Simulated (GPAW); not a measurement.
# CdTe (F-43m) in GPAW: further runs, part 4 of 4

GPAW 26.7.0. The steps go on from the part before.

**5. Phonons, optB88-vdW**

File run.py:

```python
import json
import numpy as np
from ase import Atoms
from ase.constraints import FixSymmetry
from ase.io import read, write
from ase.optimize import BFGS
from phonopy import Phonopy
from phonopy.structure.atoms import PhonopyAtoms
from gpaw import GPAW, PW

atoms = read('POSCAR')

calc = GPAW(mode=PW(510),
            xc={'name': 'optB88-vdW', 'backend': 'libvdwxc'},
            kpts={'size': (7, 7, 7), 'gamma': True},
            occupations={'name': 'fermi-dirac', 'width': 0.05},
            setups={'Te': '16'},
            nbands=-9,
            convergence={'density': 1e-06, 'eigenstates': 1e-09},
            maxiter=150,
            legacy_gpaw=True,
            txt='gpaw.txt')
atoms.calc = calc
atoms.set_constraint(FixSymmetry(atoms))
BFGS(atoms, trajectory='relax.traj', logfile='-').run(fmax=0.005, steps=40)
atoms.set_constraint()
energy = atoms.get_potential_energy()
forces = atoms.get_forces()
calc.write('gs.gpw')
write('result.traj', atoms)
print('Cell:', atoms.cell.cellpar().round(4))
print(atoms.get_scaled_positions().round(5))

def force_constants(scale):
    unit = PhonopyAtoms(symbols=atoms.get_chemical_symbols(), cell=atoms.cell[:] * scale**(1 / 3),
                        scaled_positions=atoms.get_scaled_positions())
    ph = Phonopy(unit, supercell_matrix=np.diag([1, 1, 1]), primitive_matrix=np.eye(3), symprec=1e-4)
    ph.generate_displacements(distance=0.01)
    forces = []
    for i, sc in enumerate(ph.supercells_with_displacements):
        a = Atoms(sc.symbols, cell=sc.cell, scaled_positions=sc.scaled_positions, pbc=True)
        c = GPAW(mode=PW(510),
                 xc={'name': 'optB88-vdW', 'backend': 'libvdwxc'},
                 kpts={'size': (7, 7, 7), 'gamma': True},
                 occupations={'name': 'fermi-dirac', 'width': 0.05},
                 setups={'Te': '16'},
                 nbands=-9,
                 convergence={'density': 1e-06, 'eigenstates': 1e-09},
                 maxiter=150,
                 legacy_gpaw=True,
                 txt=f'disp-{scale:.3f}-{i:02d}.txt')
        a.calc = c
        f = a.get_forces()
        forces.append(f - f.mean(axis=0))
        print(f'displacement {i}: drift', f.mean(axis=0).round(5), flush=True)
    ph.forces = forces
    ph.produce_force_constants()
    ph.symmetrize_force_constants()
    return ph

qpoints = [[0.0, 0.0, 0.0]]
results = {}
for scale in [1.0]:
    ph = force_constants(scale)
    ph.run_qpoints(qpoints)
    nu = ph.qpoints.frequencies * 33.35641  # THz to cm^-1
    results[f'{scale:.3f}'] = nu.tolist()
    for qp, f in zip(qpoints, nu):
        print(scale, np.round(qp, 4), f.round(2))
json.dump(results, open('phonons.json', 'w'))
```

File POSCAR:

```
CdTe
1.0
    0.0000000000      3.2050000000      3.2050000000
    3.2050000000      0.0000000000      3.2050000000
    3.2050000000      3.2050000000      0.0000000000
Te Cd
1 1
Direct
    0.7500000000      0.7500000000      0.7500000000
    0.0000000000      0.0000000000      0.0000000000
```

Potentials or basis: GPAW PAW data sets (gpaw-data 1.2.1), other valence, pw.

Started as:

```
$ OMP_NUM_THREADS=1 python run.py
```

gpaw.txt:

```text
___ ___ ___ _ _ _
 |   |   |_  | | | |
 | | | | | . | | | |
 |__ |  _|___|_____|  26.7.0
 |___|_|

Input parameters:
  convergence: {density: 1e-06,
                eigenstates: 1e-09}
  kpts: {gamma: True,
         size: (7, 7, 7)}
  maxiter: 150
  mode: {ecut: 510.0,
         name: pw}
  nbands: -9
  occupations: {name: fermi-dirac,
                width: 0.05}
  setups: {Te: 16}
  xc: {backend: libvdwxc,
       name: optB88-vdW}

System changes: positions, numbers, cell, pbc, initial_charges, initial_magmoms

Initialize ...

species:
  Te:
    name:    Tellurium
    Z:       52.0
    valence: 16
    core:    36
    charge:  0.0  # [|e|]
    compensation charges:
      type: gauss
      rc: 0.37  # [Å]
      lmax: 2
    cutoffs:
      filter: 2.06  # [Å]
      core: 2.12  # [Å]
    projectors
    | kind |    occ | energy [eV] | rcut [Å] |
    |------|--------|-------------|----------|
[... 150 lines left out ...]
  3. axis:    yes    3.205000    3.205000    0.000000    24     0.1542

  Lengths:   4.532554   4.532554   4.532554
  Angles:   60.000000  60.000000  60.000000

Effective grid spacing dv^(1/3) = 0.1683

iter:   1   -74.197260
iter:   2   -74.156581   -2.44  -1.46
iter:   3   -74.002089   -1.96  -1.49
iter:   4   -74.000856   -3.27  -2.02
iter:   5   -74.001305c  -4.03  -2.49
iter:   6   -74.001268c  -4.71  -3.16
iter:   7   -74.001272c  -5.68  -3.78
iter:   8   -74.001274c  -5.90  -4.00
iter:   9   -74.001274c  -7.23  -4.22
iter:  10   -74.001274c  -7.68  -4.74
iter:  11   -74.001274c  -8.60  -5.13
iter:  12   -74.001274c  -8.76  -5.41
iter:  13   -74.001274c -10.20c -5.87
iter:  14   -74.001274c -11.02c -6.45c

Converged after 14 iterations.

Dipole moment: (4.585886, 4.585886, 4.585886) |e|*Ang

Energy contributions relative to reference atoms: (reference = -336963.801774)

Kinetic:        +26.373088
Potential:      -23.204635
External:        +0.000000
XC:             -76.884987
Entropy (-ST):   -0.000003
Local:           -0.284738
SIC:             +0.000000
--------------------------
Free energy:    -74.001276
Extrapolated:   -74.001274

Non-local optB88 correlation energy: 1.879083
Semilocal GGA_X_OPTB88_VDW+LDA_C_PW energy: -147.580472
(Not including atomic contributions)
Showing only first 2 kpts
 Kpt  Band  Eigenvalues  Occupancy
  0    12      3.97103    1.99968
  0    13      3.97103    1.99968
  0    14      4.78218    0.00111
  0    15      8.39113    0.00000

  1    12      3.46485    2.00000
  1    13      3.46485    2.00000
  1    14      6.27363    0.00000
  1    15      7.66341    0.00000

Fermi level: 4.40749

Gap: 0.811 eV
Transition (v -> c):
  (s=0, k=0, n=13, [0.00, 0.00, 0.00]) -> (s=0, k=0, n=14, [0.00, 0.00, 0.00])
No difference between direct/indirect transitions

Forces in eV/Ang:
  0 Te   -0.00000   -0.00000   -0.00000
  1 Cd    0.00000    0.00000    0.00000

Writing to gs.gpw (mode='')
```

disp-1.000-00.txt:

```text
___ ___ ___ _ _ _
 |   |   |_  | | | |
 | | | | | . | | | |
 |__ |  _|___|_____|  26.7.0
 |___|_|

Input parameters:
  convergence: {density: 1e-06,
                eigenstates: 1e-09}
  kpts: {gamma: True,
         size: (7, 7, 7)}
  maxiter: 150
  mode: {ecut: 510.0,
         name: pw}
[... 208 lines left out ...]
Showing only first 2 kpts
 Kpt  Band  Eigenvalues  Occupancy
  0    12      3.97110    1.99968
  0    13      3.97836    1.99963
  0    14      4.78226    0.00112
  0    15      8.38514    0.00000

  1    12      2.92246    2.00000
  1    13      3.70582    2.00000
  1    14      6.46062    0.00000
  1    15      8.40339    0.00000

Fermi level: 4.40768

Gap: 0.804 eV
Transition (v -> c):
  (s=0, k=0, n=13, [0.00, 0.00, 0.00]) -> (s=0, k=0, n=14, [0.00, 0.00, 0.00])
No difference between direct/indirect transitions

Forces in eV/Ang:
  0 Te   -0.00089   -0.03785   -0.03785
  1 Cd    0.00090    0.03785    0.03785
```

It took 3.2 min on 1 thread of Arm Neoverse V1, shared host; peak memory 0.36 GiB.

Results:

| Quantity | Value |
| --- | --- |
| Free energy | -74.0013 eV |
| Band gap on the k mesh | 0.81 eV, direct |
| Highest phonon frequency at Γ, LO-TO splitting left out | 156 cm⁻¹ |

Final structure:
```cif
data_structure
_symmetry_space_group_name_H-M 'P 1'
_symmetry_Int_Tables_number 1
_cell_length_a 4.5326
_cell_length_b 4.5326
_cell_length_c 4.5326
_cell_angle_alpha 60.000
_cell_angle_beta 60.000
_cell_angle_gamma 60.000
_cell_volume 65.84
loop_
_atom_site_label
_atom_site_type_symbol
_atom_site_fract_x
_atom_site_fract_y
_atom_site_fract_z
_atom_site_occupancy
Te1 Te 0.75000 0.75000 0.75000 1
Cd1 Cd 0.00000 0.00000 0.00000 1
```

Phonon frequencies in cm⁻¹ (negative: imaginary):
```
              q point        frequencies
(0.000, 0.000, 0.000)  0 0 0 156 156 156
```

Caveat: the cutoff is short for stress and forces, so pressures can be off by a GPa or more; the LO-TO splitting is left out; the PAW data sets were made with another functional, which shifts forces and pressure a little; spin-orbit coupling is left out, which moves the levels of the heavy elements.

**6. Elastic constants, PBE+D3(BJ), 32.92 Å³/atom**

File run.py:

```python
import json
import numpy as np
import spglib
from ase.calculators.mixing import SumCalculator
from ase.constraints import FixSymmetry
from ase.filters import FrechetCellFilter
from ase.io import read, write
from ase.optimize import BFGS
from ase.stress import full_3x3_to_voigt_6_stress, voigt_6_to_full_3x3_strain, voigt_6_to_full_3x3_stress
from ase.units import GPa
from dftd3.ase import DFTD3
from gpaw import GPAW, PW

atoms = read('POSCAR')

calc = GPAW(mode=PW(600),
            xc='PBE',
            kpts={'size': (7, 7, 7), 'gamma': True},
            occupations={'name': 'fermi-dirac', 'width': 0.05},
            nbands=18,
            convergence={'density': 1e-06, 'eigenstates': 1e-09},
            maxiter=150,
            txt='gpaw.txt')
atoms.calc = SumCalculator([calc, DFTD3(method='pbe', damping='d3bj')])
atoms.set_constraint(FixSymmetry(atoms))
BFGS(FrechetCellFilter(atoms), trajectory='relax.traj', logfile='-').run(fmax=0.005, steps=40)
atoms.set_constraint()
energy = atoms.get_potential_energy()
forces = atoms.get_forces()
stress = atoms.get_stress()
calc.write('gs.gpw')
write('result.traj', atoms)
print('Cell:', atoms.cell.cellpar().round(4))
print(atoms.get_scaled_positions().round(5))

gpts = tuple(int(n) for n in calc.get_number_of_grid_points())
cell = atoms.cell[:].T
dataset = spglib.get_symmetry((atoms.cell[:], atoms.get_scaled_positions(), atoms.numbers), symprec=1e-4)
rotations = [cell @ w @ np.linalg.inv(cell) for w in dataset['rotations']]
strains, clamped, relaxed = [], [], []
for v in [0, 3]:
    for e in (-0.01, 0.01):
        voigt = np.zeros(6)
        voigt[v] = e
        F = voigt_6_to_full_3x3_strain(voigt)
        a = atoms.copy()
        a.set_cell(atoms.cell[:] @ F, scale_atoms=True)
        c = GPAW(mode=PW(600),
                 xc='PBE',
                 kpts={'size': (7, 7, 7), 'gamma': True},
                 occupations={'name': 'fermi-dirac', 'width': 0.05},
                 nbands=18,
                 convergence={'density': 1e-06, 'eigenstates': 1e-09},
                 maxiter=150,
                 gpts=gpts,
                 txt=f'strain-{v}{e:+.3f}.txt')
        a.calc = SumCalculator([c, DFTD3(method='pbe', damping='d3bj')])
        s0 = s1 = a.get_stress() - stress
        BFGS(a, logfile=None).run(fmax=0.003, steps=25)
        s1 = a.get_stress() - stress
        print(v, e, 'clamped', (s0 / GPa).round(3), 'relaxed', (s1 / GPa).round(3), flush=True)
        for R in rotations:  # images under the point group
            eps = R @ (F - np.eye(3)) @ R.T
            strains.append(full_3x3_to_voigt_6_stress(eps) * [1, 1, 1, 2, 2, 2])
            for s, rows in ((s0, clamped), (s1, relaxed)):
                rows.append(full_3x3_to_voigt_6_stress(R @ voigt_6_to_full_3x3_stress(s) @ R.T))

C0, C = (np.linalg.lstsq(np.array(strains), np.array(s), rcond=None)[0].T / GPa for s in (clamped, relaxed))
print('Clamped-ion Cij (GPa):')
print(C0.round(1))
print('Relaxed-ion Cij (GPa):')
print(C.round(1))
json.dump({'clamped': C0.tolist(), 'relaxed': C.tolist()}, open('elastic.json', 'w'))
```

POSCAR is that of step 5.

Potentials or basis: GPAW PAW data sets (gpaw-data 1.2.1), pw.

Started as:

```
$ OMP_NUM_THREADS=1 python run.py
```

gpaw.txt:

```text
__  _  _
 | _ |_)|_||  |
 |__||  | ||/\| - 26.7.0

Input parameters:
  mode=PW(ecut=600.0),
  convergence={'density': 1e-06, 'eigenstates': 1e-09},
  kpts=MonkhorstPack(size=(7, 7, 7), gamma=True),
  maxiter=150,
  nbands=18,
  occupations=Occupations(name='fermi-dirac', width=0.05),
  xc=XC(name='PBE')

Diagonalizing LCAO Hamiltonian
Converting LCAO to pw mode

                      Te

       Cd

Atoms  # Å, Bohr magnetons
|   | symbol |        x |        y |        z |    initial magnetic moments |
|---|--------|----------|----------|----------|-----------------------------|
| 0 |     Te | 4.807500 | 4.807500 | 4.807500 | ( 0.0000,  0.0000,  0.0000) |
| 1 |     Cd | 0.000000 | 0.000000 | 0.000000 | ( 0.0000,  0.0000,  0.0000) |
[... 228 lines left out ...]
Stress tensor  # eV/Ang^3
|         x |         y |         z |
|-----------|-----------|-----------|
| -0.023807 |  0.000000 |  0.000000 |
|  0.000000 | -0.023807 |  0.000000 |
|  0.000000 |  0.000000 | -0.023807 |

Forces  # eV/Ang
|       x |        y |        z |
|---------|----------|----------|
| 0.00000 | -0.00000 |  0.00000 |  # Te   0
| 0.00000 | -0.00000 | -0.00000 |  # Cd   1

Interpolating wave functions to new cell

                      Te

       Cd

Atoms  # Å, Bohr magnetons
|   | symbol |         x |        y |        z |    initial magnetic moments |
|---|--------|-----------|----------|----------|-----------------------------|
| 0 |     Te |  4.820278 | 4.820278 | 4.820278 | ( 0.0000,  0.0000,  0.0000) |
| 1 |     Cd | -0.000000 | 0.000000 | 0.000000 | ( 0.0000,  0.0000,  0.0000) |

Unit cell  # Å
| periodic |         x |        y |        z |  lengths |    angles |
|----------|-----------|----------|----------|----------|-----------|
|      yes | -0.000000 | 3.213518 | 3.213518 | 4.544601 | 60.000000 |
|      yes |  3.213518 | 0.000000 | 3.213518 | 4.544601 | 60.000000 |
|      yes |  3.213518 | 3.213518 | 0.000000 | 4.544601 | 60.000000 |

Number of symmetries: 24
Symmetry operations  # r_c * U_cc + t_c -> r_c
|    | kind |            matrix            |
|----|------|------------------------------|
|  0 |  E   |  1, 0, 0,  0, 1, 0,  0, 0, 1 |
|  1 |  σ   |  1, 0, 0,  0, 0, 1,  0, 1, 0 |
|  2 |  σ   |  1, 0,-1,  0, 1,-1,  0, 0,-1 |
|  3 |  C3  |  1, 0,-1,  0, 0,-1,  0, 1,-1 |
|  4 |  C3  |  1,-1, 0,  0,-1, 1,  0,-1, 0 |
|  5 |  σ   |  1,-1, 0,  0,-1, 0,  0,-1, 1 |
|  6 |  σ   |  0, 1, 0,  1, 0, 0,  0, 0, 1 |
|  7 |  C3  |  0, 1, 0,  0, 0, 1,  1, 0, 0 |
|  8 |  C2  |  0, 1,-1,  1, 0,-1,  0, 0,-1 |
|  9 |  S4  |  0, 1,-1,  0, 0,-1,  1, 0,-1 |
| 10 |  C3  |  0, 0, 1,  1, 0, 0,  0, 1, 0 |
| 11 |  σ   |  0, 0, 1,  0, 1, 0,  1, 0, 0 |
| 12 |  S4  |  0, 0,-1,  1, 0,-1,  0, 1,-1 |
| 13 |  C3  |  0, 0,-1,  0, 1,-1,  1, 0,-1 |
[... 142 lines left out ...]
SCF iterations
|iter     | |      energy | eigst |  dens |
|---------|-|-------------|-------|-------|
|iter:   1| |   -5.027841 | -2.38 |       |
|iter:   2| |   -5.027067 | -4.77 | -2.17 |
|iter:   3| |   -5.023538c| -3.84 | -2.21 |
|iter:   4| |   -5.023457c| -5.03 | -2.94 |
|iter:   5| |   -5.023457c| -5.61 | -3.29 |
|iter:   6| |   -5.023457c| -7.07 | -4.03 |
|iter:   7| |   -5.023457c| -8.52 | -4.64 |
|iter:   8| |   -5.023457c| -9.28c| -5.06 |
|iter:   9| |   -5.023457c| -9.95c| -6.02c|

Converged in 9 steps
Energy contributions relative to reference atoms: (reference = -336963.801770)

Energy contributions:
  Kinetic:          21.528866
  Coulomb:         -19.505410
  Zero:              0.258025
  External:          0.000000
  Xc:               -7.304937
  Entropy:          -0.000002
  Spinorbit:         0.000000
  ----------------------------
  Free energy:      -5.023458
  Extrapolated:     -5.023457
[... 31 lines left out ...]
Stress tensor  # eV/Ang^3
|         x |         y |         z |
|-----------|-----------|-----------|
| -0.021216 |  0.000000 | -0.000000 |
|  0.000000 | -0.021216 |  0.000000 |
| -0.000000 |  0.000000 | -0.021216 |

Forces  # eV/Ang
|       x |        y |        z |
|---------|----------|----------|
| 0.00000 |  0.00000 |  0.00000 |  # Te   0
| 0.00000 | -0.00000 | -0.00000 |  # Cd   1

Interpolating wave functions to new cell

                      Te

       Cd

Atoms  # Å, Bohr magnetons
|   | symbol |        x |        y |        z |    initial magnetic moments |
|---|--------|----------|----------|----------|-----------------------------|
| 0 |     Te | 4.869783 | 4.869783 | 4.869783 | ( 0.0000,  0.0000,  0.0000) |
| 1 |     Cd | 0.000000 | 0.000000 | 0.000000 | ( 0.0000,  0.0000,  0.0000) |
[... 228 lines left out ...]
Stress tensor  # eV/Ang^3
|         x |         y |         z |
|-----------|-----------|-----------|
| -0.012057 |  0.000000 | -0.000000 |
|  0.000000 | -0.012057 |  0.000000 |
| -0.000000 |  0.000000 | -0.012057 |

Forces  # eV/Ang
|        x |       y |        z |
|----------|---------|----------|
| -0.00000 | 0.00000 | -0.00000 |  # Te   0
| -0.00000 | 0.00000 |  0.00000 |  # Cd   1

Interpolating wave functions to new cell

                      Te

       Cd

Atoms  # Å, Bohr magnetons
|   | symbol |        x |        y |        z |    initial magnetic moments |
|---|--------|----------|----------|----------|-----------------------------|
| 0 |     Te | 4.872499 | 4.872499 | 4.872499 | ( 0.0000,  0.0000,  0.0000) |
| 1 |     Cd | 0.000000 | 0.000000 | 0.000000 | ( 0.0000,  0.0000,  0.0000) |
[... 226 lines left out ...]
Stress tensor  # eV/Ang^3
|         x |         y |         z |
|-----------|-----------|-----------|
| -0.011593 | -0.000000 | -0.000000 |
| -0.000000 | -0.011593 | -0.000000 |
| -0.000000 | -0.000000 | -0.011593 |

Forces  # eV/Ang
|        x |        y |       z |
|----------|----------|---------|
| -0.00000 |  0.00000 | 0.00000 |  # Te   0
| -0.00000 | -0.00000 | 0.00000 |  # Cd   1

# Writing to gs.gpw (mode='')
```

strain-0-0.010.txt:

```text
SCF iterations
|iter     | |      energy | eigst |  dens |
|---------|-|-------------|-------|-------|
|iter:   1| |   -5.264664 | -0.37 |       |
|iter:   2| |   -5.220148 | -2.35 | -1.25 |
|iter:   3| |   -5.050851 | -1.76 | -1.29 |
|iter:   4| |   -5.050211 | -3.33 | -1.79 |
|iter:   5| |   -5.049880c| -3.79 | -2.24 |
|iter:   6| |   -5.049919c| -5.53 | -2.96 |
|iter:   7| |   -5.049923c| -6.70 | -3.53 |
[... 48 lines left out ...]
No difference between direct/indirect transitions

Stress tensor  # eV/Ang^3
|         x |         y |         z |
|-----------|-----------|-----------|
| -0.015053 |  0.000000 |  0.000000 |
|  0.000000 | -0.014115 | -0.000000 |
|  0.000000 | -0.000000 | -0.014115 |

Forces  # eV/Ang
|       x |       y |       z |
|---------|---------|---------|
| 0.00000 | 0.00000 | 0.00000 |
```

Wall time 7.2 min (1 thread of Arm Neoverse V1, shared host); peak memory 0.43 GiB.

What came out:

```
Free energy                                  : -5.7365 eV
Relaxed volume                               : 34.28 Å³/atom
Relaxed cell                                 : a = 4.594 Å, b = 4.594 Å, c = 4.594 Å, α = 60.00°, β = 60.00°, γ = 60.00°
Space group after relaxing (to 0.05 Å)       : F-43m (No. 216)
Pressure after relaxing                      : 0.0 GPa
Band gap on the k mesh                       : 0.75 eV, direct
Elastic constants C11, C12, C44              : 51, 36, 19 GPa
Voigt bulk modulus                           : 41 GPa
Bulk modulus (Hill)                          : 41 GPa
Shear modulus (Hill)                         : 13 GPa
Young's modulus                              : 35 GPa
Poisson's ratio (from the elastic constants) : 0.35
Dispersion energy per atom                   : -0.339 eV
```

Caveat: the density grid can change from cell to cell, which puts small steps into energies and stress; spin-orbit coupling is left out, which moves the levels of the heavy elements.

**7. Summary**

```tsv
task	level	potentials or basis	cell	k mesh	cutoff (eV)	convergence	supercell	supercell k mesh	displacement	relaxed first	gap on the mesh (eV)
equation of state	MS2	GPAW PAW data sets (gpaw-data 1.2.1), pw	as given	6 × 6 × 6	600	-	-	-	-	-	-
phonons	PBE	GPAW PAW data sets (gpaw-data 1.2.1), pw	relaxed	6 × 6 × 6	600	density=1e-06 eigenstates=1e-09	2 × 2 × 2	3 × 3 × 3	0.01	cell	0.61
phonons	optB88-vdW	GPAW PAW data sets (gpaw-data 1.2.1), other valence, pw	atoms relaxed	7 × 7 × 7	510	density=1e-06 eigenstates=1e-09	1 × 1 × 1	7 × 7 × 7	0.01	ions	0.81
```

Alike in all rows: no spin polarisation; smearing fermi-dirac 0.05 eV.

Caveats: the PAW data sets were made with another functional, which shifts forces and pressure a little (some runs); the LO-TO splitting is left out (some runs); spin-orbit coupling is left out, which moves the levels of the heavy elements (some runs); the points scatter about the fit (some runs); phonon bands are interpolated from a small supercell (some runs); the cutoff is short for stress and forces, so pressures can be off by a GPa or more (some runs).

Absolute energies hang on the potentials; compare differences alone.

**8. How close it comes**

Step 3. Measured gap of CdTe: 1.607 eV (0 K; a printed reference work, data compilation). This calculation gives 0.61 eV (-1.00 eV). Spin-orbit coupling on Cd, Te is left out. The value is that of PBE, without temperature or zero-point motion. Semilocal functionals fall short of measured gaps as a rule.

Step 5. A measured gap of CdTe is 1.607 eV (0 K; a printed reference work, data compilation); the calculated 0.81 eV misses it by -0.80 eV. Spin-orbit coupling on Cd, Te is left out. The value is that of optB88-vdW, without temperature or zero-point motion.
